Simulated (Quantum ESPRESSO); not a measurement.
# MnS (Fm-3m) in Quantum ESPRESSO: single point with PBEsol

Aim: the single point of MnS with PBEsol.

Program: Quantum ESPRESSO 7.5. These are calculated values, not measurements. Logs are shortened: lines on timing, memory, paths and dates and some standing lists are left out, and cuts for length are marked.

### 1 The structure

It takes space group Fm-3m (No. 225, cubic). The conventional cell has a = 5.209 Å, b = 5.209 Å, c = 5.209 Å, α = 90.00°, β = 90.00°, γ = 90.00°. Mn (site symmetry m-3m) has 6 S at 2.60 Å as nearest neighbours. S (site symmetry m-3m) is surrounded by 6 Mn at 2.60 Å.

### 2 Single point, PBEsol, collinear spin, ferromagnetic start

The input, run.py:

```python
import numpy as np
from ase.calculators.espresso import Espresso, EspressoProfile
from ase.io import read

atoms = read('POSCAR')
atoms.set_initial_magnetic_moments([4.0, 0.0])

input_data = {
    'control': {'calculation': 'scf', 'prefix': 'pwscf', 'outdir': './tmp', 'tprnfor': True, 'tstress': True, 'disk_io': 'nowf'},
    'system': {'ecutwfc': 45.0, 'ecutrho': 360.0, 'nbnd': 20, 'occupations': 'smearing', 'smearing': 'fd', 'degauss': 0.00367493, 'nspin': 2},
    'electrons': {'conv_thr': 4e-10, 'electron_maxstep': 120, 'mixing_beta': 0.3},
}
pseudopotentials = {'S': 's_pbesol_v1.4.uspp.F.UPF', 'Mn': 'mn_pbesol_v1.5.uspp.F.UPF'}
profile = EspressoProfile(command='mpirun -n 2 pw.x -nk 2', pseudo_dir='pseudo')
dft = Espresso(profile=profile, input_data=input_data, pseudopotentials=pseudopotentials, kpts=(9, 9, 9), koffset=(0, 0, 0))
atoms.calc = dft

print(f'energy {atoms.get_potential_energy():.8f} eV')
print('forces (eV/A)')
print(np.round(atoms.get_forces(), 6))
print('stress (eV/A^3, Voigt)')
print(np.round(atoms.get_stress(), 8))
print(f'Fermi level {dft.get_fermi_level():.4f} eV')
```

The input, POSCAR:

```
MnS
1.0
    0.0000000000      2.6045000000      2.6045000000
    2.6045000000      0.0000000000      2.6045000000
    2.6045000000      2.6045000000      0.0000000000
Mn S
1 1
Direct
    0.0000000000      0.0000000000      0.0000000000
    0.5000000000      0.5000000000      0.5000000000
```

Potentials or basis: GBRV 1.5 PBEsol.

Run with:

```console
> OMP_NUM_THREADS=1 python run.py
```

The log of the run:

```text
energy -3199.37771526 eV
forces (eV/A)
[[ 0.  0. -0.]
 [ 0.  0.  0.]]
stress (eV/A^3, Voigt)
[ 0.04508154  0.04508154  0.04508154 -0.         -0.          0.        ]
Fermi level 10.1702 eV
```

espresso.pwi:

```text
&CONTROL
   calculation      = 'scf'
   tstress          = .true.
   tprnfor          = .true.
   outdir           = './tmp'
   prefix           = 'pwscf'
   disk_io          = 'nowf'
   pseudo_dir       = 'pseudo'
/
&SYSTEM
   nbnd             = 20
   ecutwfc          = 45.0
   ecutrho          = 360.0
   occupations      = 'smearing'
   degauss          = 0.00367493
   smearing         = 'fd'
   nspin            = 2
   starting_magnetization(1) = 4.0
   starting_magnetization(2) = 0.0
   ntyp             = 2
   nat              = 2
   ibrav            = 0
/
&ELECTRONS
   electron_maxstep = 120
   conv_thr         = 4e-10
   mixing_beta      = 0.3
/
&IONS
/
&CELL
/
&FCP
/
&RISM
/
ATOMIC_SPECIES
Mn  54.938044 mn_pbesol_v1.5.uspp.F.UPF
S  32.06 s_pbesol_v1.4.uspp.F.UPF

K_POINTS automatic
9 9 9  0 0 0

CELL_PARAMETERS angstrom
0.00000000000000 2.60450000000000 2.60450000000000
2.60450000000000 0.00000000000000 2.60450000000000
2.60450000000000 2.60450000000000 0.00000000000000

ATOMIC_POSITIONS angstrom
Mn  0.0000000000 0.0000000000 0.0000000000  
S  2.6045000000 2.6045000000 2.6045000000
```

espresso.pwo:

```text
This program is part of the open-source Quantum ESPRESSO suite
     for quantum simulation of materials; please cite
         "P. Giannozzi et al., J. Phys.:Condens. Matter 21 395502 (2009);
         "P. Giannozzi et al., J. Phys.:Condens. Matter 29 465901 (2017);
         "P. Giannozzi et al., J. Chem. Phys. 152 154105 (2020);
     in publications or presentations arising from this work. More details at

Warning: card &CELL ignored
Warning: card &FCP ignored
Warning: card &RISM ignored

     Message from routine setup:
     using ibrav=0 with symmetry is DISCOURAGED, use correct ibrav instead

     K-points division:     npool     =       2
     Subspace diagonalization in iterative solution of the eigenvalue problem:
     a serial algorithm will be used

     G-vector sticks info
     --------------------
     sticks:   dense  smooth     PW     G-vecs:    dense   smooth      PW
     Sum        1201     595    187                27389     9721    1687

     Using Slab Decomposition

     bravais-lattice index     =            0
     lattice parameter (alat)  =       6.9605  a.u.
     unit-cell volume          =     238.4513 (a.u.)^3
     number of atoms/cell      =            2
     number of atomic types    =            2
     number of electrons       =        21.00
     number of Kohn-Sham states=           20
     kinetic-energy cutoff     =      45.0000  Ry
     charge density cutoff     =     360.0000  Ry
     scf convergence threshold =      4.0E-10
     mixing beta               =       0.3000
     number of iterations used =            8  plain     mixing
     Exchange-correlation= SLA  PW   PSX  PSC
                           (   1   4  10   8   0   0   0)

     celldm(1)=   6.960465  celldm(2)=   0.000000  celldm(3)=   0.000000
     celldm(4)=   0.000000  celldm(5)=   0.000000  celldm(6)=   0.000000

     crystal axes: (cart. coord. in units of alat)
               a(1) = (   0.000000   0.707107   0.707107 )
               a(2) = (   0.707107   0.000000   0.707107 )
               a(3) = (   0.707107   0.707107   0.000000 )

     reciprocal axes: (cart. coord. in units 2 pi/alat)
               b(1) = ( -0.707107  0.707107  0.707107 )
               b(2) = (  0.707107 -0.707107  0.707107 )
               b(3) = (  0.707107  0.707107 -0.707107 )

     PseudoPot. # 1 for Mn read from file:
     mn_pbesol_v1.5.uspp.F.UPF
     Pseudo is Ultrasoft + core correction, Zval = 15.0
     Generated by new atomic code, or converted to UPF format
     Using radial grid of  859 points,  6 beta functions with:
                l(1) =   0
                l(2) =   0
                l(3) =   1
                l(4) =   1
                l(5) =   2
                l(6) =   2
     Q(r) pseudized with  8 coefficients,  rinner =    0.950   0.950   0.950
                                                       0.950   0.950

     PseudoPot. # 2 for S  read from file:
     s_pbesol_v1.4.uspp.F.UPF
     Pseudo is Ultrasoft + core correction, Zval =  6.0
     Generated by new atomic code, or converted to UPF format
     Using radial grid of  907 points,  6 beta functions with:
                l(1) =   0
                l(2) =   0
                l(3) =   1
                l(4) =   1
                l(5) =   2
                l(6) =   2
     Q(r) pseudized with  8 coefficients,  rinner =    1.300   1.300   1.300
                                                       1.300   1.300

     atomic species   valence    mass     pseudopotential
     Mn               15.00    54.93804     Mn( 1.00)
     S                 6.00    32.06000     S ( 1.00)

     Starting magnetic structure
     atomic species   magnetization
     Mn              0.267
     S               0.000

     48 Sym. Ops., with inversion, found

   Cartesian axes

     site n.     atom                  positions (alat units)
         1        Mn     tau(   1) = (   0.0000000   0.0000000   0.0000000  )
         2        S      tau(   2) = (   0.7071068   0.7071068   0.7071068  )

     number of k points=    35  Fermi-Dirac smearing, width (Ry)=  0.0037
                       cart. coord. in units 2pi/alat
        k(    1) = (   0.0000000   0.0000000   0.0000000), wk =   0.0013717
        k(    2) = (   0.0785674   0.0785674  -0.0785674), wk =   0.0109739
        k(    3) = (   0.1571348   0.1571348  -0.1571348), wk =   0.0109739
        k(    4) = (   0.2357023   0.2357023  -0.2357023), wk =   0.0109739
        k(    5) = (   0.3142697   0.3142697  -0.3142697), wk =   0.0109739
        k(    6) = (   0.1571348   0.0000000  -0.0000000), wk =   0.0082305
[... 27 lines left out ...]
        k(   34) = (  -0.0000000  -0.4714045   0.6285394), wk =   0.0329218
        k(   35) = (  -0.0785674  -0.3928371   0.7071068), wk =   0.0329218

     Dense  grid:    27389 G-vectors     FFT dimensions: (  45,  45,  45)

     Smooth grid:     9721 G-vectors     FFT dimensions: (  30,  30,  30)

     Check: negative core charge=   -0.000011
     Generating pointlists ...
     new r_m :   0.2917 (alat units)  2.0302 (a.u.) for type    1
     new r_m :   0.2917 (alat units)  2.0302 (a.u.) for type    2

     Initial potential from superposition of free atoms

     starting charge      20.4999, renormalised to      21.0000
     Starting wfcs are   17 randomized atomic wfcs +    3 random wfcs

     Self-consistent Calculation

     iteration #  1     ecut=    45.00 Ry     beta= 0.30
     Davidson diagonalization with overlap
     ethr =  1.00E-02,  avg # of iterations =  6.5

     total energy              =    -234.94348337 Ry
     estimated scf accuracy    <       0.75294366 Ry

     total magnetization       =     4.27 Bohr mag/cell
     absolute magnetization    =     4.27 Bohr mag/cell

     iteration #  2     ecut=    45.00 Ry     beta= 0.30
     Davidson diagonalization with overlap
     ethr =  3.59E-03,  avg # of iterations =  1.7

     total energy              =    -235.12495766 Ry
     estimated scf accuracy    <       0.09457282 Ry

     total magnetization       =     4.30 Bohr mag/cell
     absolute magnetization    =     4.30 Bohr mag/cell
[... 113 lines left out ...]
     total energy              =    -235.14994541 Ry
     estimated scf accuracy    <          6.4E-10 Ry

     total magnetization       =     4.70 Bohr mag/cell
     absolute magnetization    =     4.70 Bohr mag/cell

     iteration # 13     ecut=    45.00 Ry     beta= 0.30
     Davidson diagonalization with overlap
     ethr =  3.04E-12,  avg # of iterations =  2.6

     negative rho (up, down):  0.000E+00 2.086E-04

     Magnetic moment per site  (integrated on atomic sphere of radius R)
     atom   1 (R=0.292)  charge= 13.1925  magn=  4.1958
     atom   2 (R=0.292)  charge=  4.6332  magn=  0.1429

     End of self-consistent calculation

 ------ SPIN UP ------------

          k = 0.0000 0.0000 0.0000 (  1243 PWs)   bands (ev):

   -71.5395 -40.3964 -40.3964 -40.3964  -4.4186   6.8048   6.8048   6.8048
     6.8958   6.8958   8.2993   8.2993   8.2993  11.7676  18.6058  18.6058
    18.6058  20.5802  21.7014  21.7014

          k = 0.0786 0.0786-0.0786 (  1236 PWs)   bands (ev):

   -71.5394 -40.3974 -40.3966 -40.3966  -4.2928   6.4846   6.5299   6.5299
     6.8754   6.8754   7.7971   8.7127   8.7127  12.5556  17.6527  18.5234
    18.5234  20.2161  20.2161  21.3354

          k = 0.1571 0.1571-0.1571 (  1227 PWs)   bands (ev):

   -71.5393 -40.3998 -40.3969 -40.3969  -3.9435   5.3079   5.9799   5.9799
     7.0205   7.0205   7.5407   9.4363   9.4363  13.5471  16.9246  17.5247
    17.5247  20.1460  20.1460  21.2836

          k = 0.2357 0.2357-0.2357 (  1218 PWs)   bands (ev):
[... 179 lines left out ...]
          k =-0.0000-0.4714 0.6285 (  1207 PWs)   bands (ev):

   -71.5388 -40.4026 -40.4010 -40.3993  -2.8465   4.5028   4.8853   5.5455
     7.2137   7.4312   7.5938   7.9109   8.2810  12.9744  16.2665  18.2767
    18.3487  22.2307  22.9239  25.0047

          k =-0.0786-0.3928 0.7071 (  1211 PWs)   bands (ev):

   -71.5388 -40.4022 -40.4012 -40.3994  -2.8413   4.4592   4.9871   5.2161
     7.3714   7.4466   7.6204   7.8333   8.3401  14.0767  16.4012  16.8258
    18.0420  22.4376  23.2771  24.7741

 ------ SPIN DOWN ----------

          k = 0.0000 0.0000 0.0000 (  1243 PWs)   bands (ev):

   -66.7788 -35.7390 -35.7390 -35.7390  -4.0929   8.5479   8.5479   8.5479
    10.4790  10.4790  10.4790  10.5631  10.5631  12.7900  19.7209  19.7209
    19.7209  20.8409  22.8376  23.8685

          k = 0.0786 0.0786-0.0786 (  1236 PWs)   bands (ev):

   -66.7787 -35.7403 -35.7392 -35.7392  -3.9727   7.6497   8.1890   8.1890
    10.5867  10.5867  10.6611  11.0110  11.0110  13.5112  18.6697  19.6084
    19.6084  21.5273  21.5273  21.9209

          k = 0.1571 0.1571-0.1571 (  1227 PWs)   bands (ev):

   -66.7785 -35.7437 -35.7396 -35.7396  -3.6410   6.1054   7.5937   7.5937
    10.8478  10.8478  10.8820  11.8809  11.8809  14.5534  17.8616  18.6819
    18.6819  21.1625  21.1625  22.4792

          k = 0.2357 0.2357-0.2357 (  1218 PWs)   bands (ev):
[... 179 lines left out ...]
          k =-0.0000-0.4714 0.6285 (  1207 PWs)   bands (ev):

   -66.7779 -35.7476 -35.7452 -35.7429  -2.5754   5.0063   5.6448   6.5300
    10.5300  11.5149  11.5469  11.7258  11.7458  14.4815  17.3639  18.8538
    19.4449  23.2741  23.3666  25.4702

          k =-0.0786-0.3928 0.7071 (  1211 PWs)   bands (ev):

   -66.7779 -35.7469 -35.7456 -35.7431  -2.5749   5.0932   5.6370   6.2194
    11.0058  11.2867  11.4664  11.7270  11.8394  15.6170  17.3203  17.6789
    18.8717  23.0315  24.1572  25.3817

     the Fermi energy is    10.1702 ev

!    total energy              =    -235.14994541 Ry
     estimated scf accuracy    <          4.8E-11 Ry
     smearing contrib. (-TS)   =      -0.00048560 Ry
     internal energy E=F+TS    =    -235.14945981 Ry

     The total energy is F=E-TS. E is the sum of the following terms:
     one-electron contribution =    -132.77084937 Ry
     hartree contribution      =      73.92665690 Ry
     xc contribution           =     -34.81198523 Ry
     ewald contribution        =    -141.49328211 Ry

     total magnetization       =     4.70 Bohr mag/cell
     absolute magnetization    =     4.70 Bohr mag/cell

     convergence has been achieved in  13 iterations

     negative rho (up, down):  0.000E+00 2.086E-04

     Forces acting on atoms (cartesian axes, Ry/au):

     atom    1 type  1   force =     0.00000000    0.00000000   -0.00000000
     atom    2 type  2   force =     0.00000000    0.00000000    0.00000000

     Total force =     0.000000     Total SCF correction =     0.000000

     Computing stress (Cartesian axis) and pressure

     negative rho (up, down):  0.000E+00 2.086E-04
          total   stress  (Ry/bohr**3)                   (kbar)     P=      -72.23
  -0.00049100  -0.00000000   0.00000000          -72.23       -0.00        0.00
  -0.00000000  -0.00049100   0.00000000           -0.00      -72.23        0.00
   0.00000000   0.00000000  -0.00049100            0.00        0.00      -72.23

=------------------------------------------------------------------------------=
   JOB DONE.
=------------------------------------------------------------------------------=
```

Wall time 39 s (2 MPI ranks of Arm Neoverse N1, shared host); peak memory 0.24 GiB.

What came out:

```
Free energy                                           : -3199.3780 eV
Pressure                                              : -7.2 GPa
Band gap on the k mesh                                : none (metal or under the smearing width)
Net moment                                            : 4.70 μB per cell
Absolute moment                                       : 4.70 μB per cell
Site moments                                          : Mn +4.20; S +0.14 μB
Valence electrons inside the program's atomic spheres : Mn 13.19; S 4.63
```

Caveat: a cell with one magnetic atom can't hold antiferromagnetic order, which such compounds often take; semilocal functionals often make such compounds metallic where correlation or magnetic order opens a gap, which also shifts bond lengths. With open d or f shells a metallic result of PBEsol can be an artefact of self-interaction; +U or a hybrid may open a gap.
